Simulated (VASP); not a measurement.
Input of a VASP 6.6.1 run:

File INCAR:

```
PREC = Accurate ; ENCUT = 520
EDIFF = 1E-6 ; ISMEAR = 0
SIGMA = 0.01 ; LREAL = False
LASPH = True ; NELM = 60
ALGO = Normal ; ISIF = 2
LWAVE = False ; LCHARG = False
GGA = PS ; NBANDS = 16
```

Contents of KPOINTS:

```
Automatic mesh
0
Gamma
  8 8 8
```

Contents of POSCAR:

```
CdS
1.0
    0.0000000000      2.9122812232      2.9122812232
    2.9122812232      0.0000000000      2.9122812232
    2.9122812232      2.9122812232      0.0000000000
Cd S
1 1
Direct
    0.0000000000      0.0000000000      0.0000000000
    0.2500000000      0.2500000000      0.2500000000
```

Potentials or basis: VASP PAW PBE potentials, release 64 (Cd, S).

Launch:

```console
$ cat potpaw_PBE.64/Cd/POTCAR potpaw_PBE.64/S/POTCAR > POTCAR
$ mpirun -np 1 vasp_std > vasp.out
```

Question: Predict the band gap on the k mesh.

Answer: 1.02 eV, direct.

Question: Predict the pressure.

Answer: 0.4 GPa.

Caveat: the PAW data sets were made with another functional, which shifts forces and pressure a little.
